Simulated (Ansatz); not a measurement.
Three rocksalt compounds, relaxed with r2SCAN in the plane-wave code Ansatz. Calculated for a static, non-magnetic cell.

| compound | a (Å) |
| --- | --- |
| AgCl | 5.546 |
| LiCl | 5.112 |
| LiBr | 5.479 |

Q: What is the misfit strain of a coherent AgCl film on LiBr?

A: ε∥ = (a_sub − a_film)/a_film = (5.479 − 5.546)/5.546 = -1.21 %: the film is in compression in the plane. The functional's errors in lattice constants, up to about 1 %, are as large as this misfit, so measured constants can give another size or sign.

Q: By Vegard's law, which share x of LiCl in (AgCl)₁₋ₓ(LiCl)ₓ matches the substrate?

A: (1 − x) × 5.546 + x × 5.112 = 5.479 gives x = (5.479 − 5.546)/(5.112 − 5.546) = 0.154.
